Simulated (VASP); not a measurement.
The system is Sn.

```
Sn
1.0
     0.00000    3.23334    3.23334
     3.23334    0.00000    3.23334
     3.23334    3.23334    0.00000
Sn
2
Cartesian
  4.8500 4.8500 4.8500
  3.2333 3.2333 3.2333
```

This isn't the form of Sn at room conditions, which is tetragonal (white tin).

| Item | Value |
| --- | --- |
| Program | VASP 6.6.1 |
| Task | relaxation of cell and atoms |
| Functional | r2SCAN |
| Potentials or basis | VASP PAW PBE potentials, release 64 (Sn_d) |
| Cutoff | 600 eV |
| k mesh | 7 × 7 × 7 |
| Occupations | methfessel-paxton, width 0.1 eV |
| Spin | no spin polarisation |

At the start: pressure 2.2 GPa; volume 33.80 Å³/atom.

**Question.** Where does the relaxation end?

**Answer.** Over 3 steps the energy falls by 10.5 meV/atom and the volume is 35.39 Å³/atom (+4.7 %); space group Fd-3m (No. 227, to 0.05 Å).

The path:
| step | energy change (eV) | largest force (eV/Å) | pressure (GPa) | volume (Å³) |
| --- | --- | --- | --- | --- |
| 1 | 0.0000 | 0.0000 | 2.21 | 67.61 |
| 2 | -0.0170 | 0.0000 | -0.85 | 72.28 |
| 3 | -0.0211 | 0.0000 | -0.01 | 70.79 |

Final structure:
```
CELL_PARAMETERS angstrom
0.00000 3.28326 3.28326
3.28326 0.00000 3.28326
3.28326 3.28326 0.00000
ATOMIC_POSITIONS crystal
Sn 0.75000 0.75000 0.75000
Sn 0.50000 0.50000 0.50000
```

Caveat: the PAW data sets were made with another functional, which shifts forces and pressure a little.
